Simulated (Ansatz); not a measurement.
Rigid cleavage in ZnS

The calculation used DFT PBEsol, scalar-relativistic, plane waves, PAW in Ansatz 0.2.0. Settings: plane waves to 420 eV, k-mesh 7×7×3 (Γ-centred), Gaussian smearing 0.05 eV. No spin polarisation. Energies are free energies at this smearing, counted from the undisturbed cell; pressure is positive in compression.

Reference structure (as given, not relaxed at this level; it stands at -2.2 GPa):

```
Zn S
1.0
    -2.70465   -2.70465    0.00000
     2.70465   -2.70465    0.00000
     0.00000    0.00000   10.81860
Zn S
4 4
Direct
  0.00000 0.00000 0.93750
  0.50000 0.50000 0.18750
  0.00000 0.00000 0.43750
  0.50000 0.50000 0.68750
  0.50000 0.00000 0.31250
  0.00000 0.50000 0.56250
  0.50000 0.00000 0.81250
  0.00000 0.50000 0.06250
```

The cut lies on the cell's a–b face, a (0 -1 0) plane (indices in the standard cell, whose axes needn't be the Cartesian ones shown) of area 14.63 Å², between layers 1.35 Å apart. Vector c is lengthened by d along the normal with the atoms' Cartesian places fixed: one unrelaxed cut a cell.

```csv
d (Å),energy (J/m²),traction dE/dd (GPa),gap on the mesh (eV)
-0.30,0.22,-17.4,1.99
-0.15,0.04,-7.1,1.98
0.00,0.00,2.2,1.96
0.25,0.21,14.2,1.73
0.50,0.67,21.5,1.32
0.75,1.26,24.7,0.73
1.00,1.88,24.8,0.09
1.50,2.99,18.4,0.00
2.00,3.67,9.6,0.00
3.00,4.18,2.1,0.00
4.50,4.31,0.4,0.04
6.00,4.35,0.2,0.04
```

Where the gap reads zero the k-mesh, chosen for the insulator, is on the coarse side.

Cost: 12 runs of about 7 core-minutes in all, on Arm Neoverse V1 (shared hosts).